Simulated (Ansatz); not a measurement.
Consider AlAs (F-43m).

```xyz
2
Lattice="0.0000 2.8304 2.8304 2.8304 0.0000 2.8304 2.8304 2.8304 0.0000" Properties=species:S:1:pos:R:3 pbc="T T T"
Al    0.0000    0.0000    0.0000
As    1.4152    1.4152    1.4152
```

The cell and positions come from the Crystallography Open Database and are kept as given unless a step says otherwise.

Gaps computed with Ansatz 0.2.0 without a self-energy: LDA 1.35 eV, PBE 1.45 eV, PBE+SOC 1.35 eV and PBE0 2.77 eV. The mean ε∞ by PBE perturbation theory is 9.28.

Question: Estimate the G0W0@PBE gap with 6×6×6 mesh, 291 empty bands, screening to 200 eV, PAW set soft_1 files.

About 2.16 eV: on its mesh the run moves the gap from 1.44 eV by +0.72 eV. Among the scalar-relativistic levels given, PBE0 is nearest (+0.61 eV). One-shot corrections scale roughly with one over ε∞, here 0.11. Spin-orbit coupling is not in that value; its −0.10 eV at the PBE level would bring it to about 2.06 eV. Bands and cutoff are finite, so the gap is not at the basis limit. The miss can reach some tenths of an eV and take either sign; the mesh is an error of its own. The many-body steps are scalar-relativistic: spin-orbit coupling is not in them.

[Paths, hosts, dates, memory and timing lines, banners, echoed tables and standing remarks are left out of the program output.]

[Logs are printed without paths, hosts, clocks, repeated set-up lines and the standing remarks that a program may print on its own settings, such as how far it seeks lower states.]

[Runs of the session that timed out or met a known fault of the program may be left out.]

[Cells called generated may have been cut or substituted from an entry of the Crystallography Open Database or the Materials Project.]

[Hosts, paths, dates, database ids (printed as entryN), source tags and the programs' standing remarks are cut or masked in the printed files.]
